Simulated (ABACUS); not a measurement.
The system is LiF (Griceite).

```
F Li
1.0
     0.00000    2.01400    2.01400
     2.01400    0.00000    2.01400
     2.01400    2.01400    0.00000
F Li
1 1
Direct
  0.50000 0.50000 0.50000
  0.00000 0.00000 0.00000
```

```yaml
Program: ABACUS 3.10.1
Task: relaxation of cell and atoms
Functional: revPBE
Potentials_or_basis: PseudoDojo NC SR 0.5 PBE standard
Cutoff: 1143 eV
Density_cutoff: 4572 eV
Basis: plane waves
k_mesh: 9 × 9 × 9
Occupations: fermi-dirac, width 0.05 eV
Spin: no spin polarisation
```

At the start: pressure 5.3 GPa; volume 8.17 Å³/atom.

Q: How do energy, volume and symmetry change on relaxing?

A: Over 3 steps the energy falls by 10.2 meV/atom and the volume is 8.78 Å³/atom (+7.4 %); space group Fm-3m (No. 225, to 0.05 Å).

The path:
| step | energy change (eV) | largest force (eV/Å) | pressure (GPa) | volume (Å³) |
| --- | --- | --- | --- | --- |
| 1 | 0.0000 | 0.0000 | 5.33 | 16.34 |
| 2 | -0.0030 | 0.0000 | 4.87 | 16.43 |
| 3 | -0.0203 | 0.0000 | 0.32 | 17.55 |

Final structure:
```
F Li
1.0
     0.00000    2.06276    2.06276
     2.06276    0.00000    2.06276
     2.06276    2.06276    0.00000
F Li
1 1
Cartesian
  2.0628 2.0628 2.0628
  0.0000 0.0000 0.0000
```

Caveat: the potentials were made for another functional, which shifts forces and pressure.
